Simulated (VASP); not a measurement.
Wanted: the native input for a VASP 6.6.1 run.

| Item | Value |
| --- | --- |
| Task | band structure |
| Functional | PBE |
| Dispersion | D3(BJ) |
| Potentials or basis | VASP PAW PBE potentials, release 64 (Se, W_sv) |
| Cutoff | 520 eV |
| k mesh | 12 × 12 × 1 |
| Occupations | gaussian, width 0.03 eV |
| Spin | spin-orbit coupling, no magnetisation |
| Dipole correction | yes |
| Further INCAR settings | ALGO = Normal; EDIFF = 1e-07; NBANDS = 70 |

The structure of WSe2 lies in POSCAR:

```
WSe2                                    
1.0
    3.2843558668      0.0000000000      0.0000000000
   -1.6421779335      2.8443356173      0.0000000000
    0.0000000000      0.0000000000     27.8312600000
  Se              W             
     4     2
Direct
     0.3333333300000021    0.6666666699999979    0.3242880108040018
     0.3333333300000021    0.6666666699999979    0.4454742842781916
     0.6666666699999979    0.3333333300000021    0.5545257157218084
     0.6666666699999979    0.3333333300000021    0.6757119891959982
     0.6666666699999979    0.3333333300000021    0.3848919392514666
     0.3333333300000021    0.6666666699999979    0.6151080607485334
```

These files were run (other wordings do the same):

INCAR

```
SYSTEM = WSe2
  PREC = Accurate
  ENCUT = 520
  EDIFF = 1E-7
  ISMEAR = 0
  SIGMA = 0.03
  LREAL = .False.
  LASPH = .True.
  NELM = 80
  ALGO = Normal
  ISIF = 2
  LWAVE = .False.
  LCHARG = .False.
  LNONCOLLINEAR = .True.
  MAGMOM = 0 0 0 0 0 0 0 0 0 0 0 0 0 0 0 0 0 0
  LORBIT = 11
  LSORBIT = .True.
  GGA_COMPAT = .False.
  LMAXMIX = 4
  LDIPOL = .True.
  IDIPOL = 3
  DIPOL = 0.5 0.5 0.500
  GGA = PE
  IVDW = 12
  NBANDS = 70
  LVHAR = .True.
  LVACPOTAV = .True.
  KPAR = 4
```

KPOINTS

```
Automatic mesh
0
Gamma
  12 12 1
  0 0 0
```

KPOINTS_OPT

```
explicit points
67
Reciprocal
 0.0000000000  0.0000000000  0.0000000000 1
 0.0357142900  0.0000000000  0.0000000000 1
 0.0714285700  0.0000000000  0.0000000000 1
 0.1071428600  0.0000000000  0.0000000000 1
 0.1428571400  0.0000000000  0.0000000000 1
 0.1785714300  0.0000000000  0.0000000000 1
 0.2142857100  0.0000000000  0.0000000000 1
 0.2500000000  0.0000000000  0.0000000000 1
 0.2857142900  0.0000000000  0.0000000000 1
 0.3214285700  0.0000000000  0.0000000000 1
 0.3571428600  0.0000000000  0.0000000000 1
 0.3928571400  0.0000000000  0.0000000000 1
 0.4285714300  0.0000000000  0.0000000000 1
 0.4642857100  0.0000000000  0.0000000000 1
 0.5000000000  0.0000000000  0.0000000000 1
 0.4791666700  0.0416666700  0.0000000000 1
 0.4583333300  0.0833333300  0.0000000000 1
 0.4375000000  0.1250000000  0.0000000000 1
 0.4166666700  0.1666666700  0.0000000000 1
 0.3958333300  0.2083333300  0.0000000000 1
 0.3750000000  0.2500000000  0.0000000000 1
 0.3541666700  0.2916666700  0.0000000000 1
 0.3333333300  0.3333333300  0.0000000000 1
 0.3137254900  0.3137254900  0.0000000000 1
 0.2941176500  0.2941176500  0.0000000000 1
 0.2745098000  0.2745098000  0.0000000000 1
 0.2549019600  0.2549019600  0.0000000000 1
 0.2352941200  0.2352941200  0.0000000000 1
 0.2156862700  0.2156862700  0.0000000000 1
 0.1960784300  0.1960784300  0.0000000000 1
 0.1764705900  0.1764705900  0.0000000000 1
 0.1568627500  0.1568627500  0.0000000000 1
 0.1372549000  0.1372549000  0.0000000000 1
 0.1176470600  0.1176470600  0.0000000000 1
 0.0980392200  0.0980392200  0.0000000000 1
 0.0784313700  0.0784313700  0.0000000000 1
 0.0588235300  0.0588235300  0.0000000000 1
 0.0392156900  0.0392156900  0.0000000000 1
 0.0196078400  0.0196078400  0.0000000000 1
 0.0000000000  0.0000000000  0.0000000000 1
 0.0000000000  0.0000000000  0.0000000000 1
 0.0062834400 -0.0031417200  0.0000000000 1
-0.0062834400  0.0031417200  0.0000000000 1
 0.0183266900 -0.0091633500  0.0000000000 1
-0.0183266900  0.0091633500  0.0000000000 1
-0.0000000000  0.0054416200  0.0000000000 1
 0.0000000000 -0.0054416200  0.0000000000 1
-0.0000000000  0.0158713800  0.0000000000 1
 0.0000000000 -0.0158713800  0.0000000000 1
 0.5000000000  0.0000000000  0.0000000000 1
 0.5062834400 -0.0031417200  0.0000000000 1
 0.4937165600  0.0031417200  0.0000000000 1
 0.5183266900 -0.0091633500  0.0000000000 1
 0.4816733100  0.0091633500  0.0000000000 1
 0.5000000000  0.0054416200  0.0000000000 1
 0.5000000000 -0.0054416200  0.0000000000 1
 0.5000000000  0.0158713800  0.0000000000 1
 0.5000000000 -0.0158713800  0.0000000000 1
 0.3333333300  0.3333333300  0.0000000000 1
 0.3396167700  0.3301916100  0.0000000000 1
 0.3270498900  0.3364750500  0.0000000000 1
 0.3516600200  0.3241699800  0.0000000000 1
 0.3150066400  0.3424966800  0.0000000000 1
 0.3333333300  0.3387749500  0.0000000000 1
 0.3333333300  0.3278917100  0.0000000000 1
 0.3333333300  0.3492047100  0.0000000000 1
 0.3333333300  0.3174619500  0.0000000000 1
```

Potentials or basis: VASP PAW PBE potentials, release 64 (Se, W_sv).

Run with:

```sh
$ cat potpaw_PBE.64/Se/POTCAR potpaw_PBE.64/W_sv/POTCAR > POTCAR
$ mpirun -np 4 vasp_ncl > vasp.out
```

It gave:

- Largest force: 0.039 eV/Å
- Valence electrons inside the program's atomic spheres: Se 3.90; W 11.97
- Dispersion energy per atom: -0.403 eV
- Work function of the upper face: 4.65 eV
- Work function of the lower face: 4.65 eV

It took 24 min on 4 MPI ranks on AMD EPYC 7R13 Processor (Zen 3), with other jobs on the host, peak memory 1.4 GiB a rank.
